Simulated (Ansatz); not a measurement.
Response properties of NbC (Fm-3m)

The conventional cell has a = 4.450 Å, b = 4.450 Å, c = 4.450 Å, α = 90.00°, β = 90.00°, γ = 90.00°. Nb (atom 1) has 6 C at 2.23 Å as nearest neighbours. C (atom 2) is surrounded by 6 Nb at 2.23 Å.

Ansatz runs use the cell relaxed by PAW under their functional.

What do its conduction electrons give? (PBEsol, all-electron LAPW in Ansatz 0.2.0, scalar-relativistic; a = 4.450 Å; k mesh 14×14×14, fine mesh 20×20×20, Fermi-Dirac smearing of 0.080 eV, basis error target 1 meV/atom)

Fermi-surface sums: N(E_F) = 0.36 states/eV/atom, ħω_p (r.m.s. of x, y, z) = 7.6 eV, Fermi speed = 0.82×10⁶ m/s.

How stiff is it? (PBEsol, PAW on Ansatz 0.2.0's default frozen-core files (fitted under PBE), scalar-relativistic; a = 4.450 Å; k mesh 16×16×16, strains of ±0.008, Fermi-Dirac smearing of 0.080 eV, cutoff 420 eV)

Elastic moduli (Hill averages, relaxed ions; θ_D from sound speeds over directions): B = 320 GPa, G = 220 GPa, C11 = 718 GPa, C44 = 179 GPa, ν = 0.221, θ_D = 776 K.

How does it vibrate? (PBEsol, all-electron LAPW in Ansatz 0.2.0, scalar-relativistic; a = 4.450 Å; k mesh 16×16×16, Fermi-Dirac smearing of 0.050 eV, basis error target 0.5 meV/atom; q mesh 2×2×2)

Harmonic phonons by finite displacements (negative means unstable): highest mode = 657 cm⁻¹, lowest at L = 113 cm⁻¹, lowest at X = 208 cm⁻¹, highest at Γ = 544 cm⁻¹.

Caveats: these sums move with the mesh, by several per cent and more for small sheets (Fermi surface); frozen-core PAW files fitted under PBE, their cores solved anew for the functional of the run (moduli); responses of metals move with mesh and smearing (moduli, phonons).
